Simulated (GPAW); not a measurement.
**ZrB2: band structure with revPBE**

The system is ZrB2.

```
Zr B
1.0
     3.17000    0.00000    0.00000
    -1.58500    2.74530    0.00000
     0.00000    0.00000    3.53300
Zr B
1 2
Direct
  0.00000 0.00000 0.00000
  0.66667 0.33333 0.50000
  0.33333 0.66667 0.50000
```

* Program: GPAW 26.7.0
* Task: band structure
* Functional: revPBE
* Potentials or basis: the program's PAW data sets (release 1.2.1) made for this functional
* Cutoff: 800 eV
* Basis: pw
* k mesh: 10 × 10 × 8
* Occupations: fermi-dirac, width 0.05 eV
* Spin: no spin polarisation
* Maxiter: 150
* Band path: GMKGALHA,LM,KH
* Band points: 100

* Pressure: 2.8 GPa
* Band gap along the path: none (metal or under the smearing width)

Stress tensor (GPa, compression positive):
```
2.58 0.00 0.00
0.00 2.58 0.00
0.00 0.00 3.24
```

Levels at the corners of the path, in eV from the Fermi level:
| point | band 5 | band 6 | band 7 | band 8 | band 9 | band 10 | band 11 | band 12 | band 13 | band 14 |
| --- | --- | --- | --- | --- | --- | --- | --- | --- | --- | --- |
| Γ | -12.69 | -2.54 | -2.54 | -2.49 | -2.27 | 3.48 | 3.48 | 4.27 | 4.27 | 4.92 |
| M | -8.89 | -8.48 | -3.80 | -2.97 | -2.59 | 2.32 | 2.39 | 5.00 | 5.07 | 6.60 |
| K | -7.74 | -7.74 | -6.82 | -2.36 | -2.36 | 1.64 | 1.64 | 3.24 | 8.61 | 8.61 |
| Γ | -12.69 | -2.54 | -2.54 | -2.49 | -2.27 | 3.48 | 3.48 | 4.27 | 4.27 | 4.92 |
| A | -10.68 | -6.88 | -0.87 | -0.87 | 0.42 | 0.42 | 0.86 | 0.86 | 1.92 | 5.15 |
| L | -9.86 | -6.94 | -4.52 | -4.04 | -1.94 | 3.83 | 4.15 | 5.36 | 6.31 | 6.56 |
| H | -8.68 | -8.68 | -4.85 | -2.60 | -2.60 | 4.17 | 6.09 | 6.09 | 6.65 | 6.65 |
| A | -10.68 | -6.88 | -0.87 | -0.87 | 0.42 | 0.42 | 0.86 | 0.86 | 1.92 | 5.15 |
| L | -9.86 | -6.94 | -4.52 | -4.04 | -1.94 | 3.83 | 4.15 | 5.36 | 6.31 | 6.56 |
| M | -8.89 | -8.48 | -3.80 | -2.97 | -2.59 | 2.32 | 2.39 | 5.00 | 5.07 | 6.60 |
| K | -7.74 | -7.74 | -6.82 | -2.36 | -2.36 | 1.64 | 1.64 | 3.24 | 8.61 | 8.61 |
| H | -8.68 | -8.68 | -4.85 | -2.60 | -2.60 | 4.17 | 6.09 | 6.09 | 6.65 | 6.65 |

Wall time 92 s on 1 thread of Arm Neoverse V1 (shared host), peak memory 0.34 GiB.
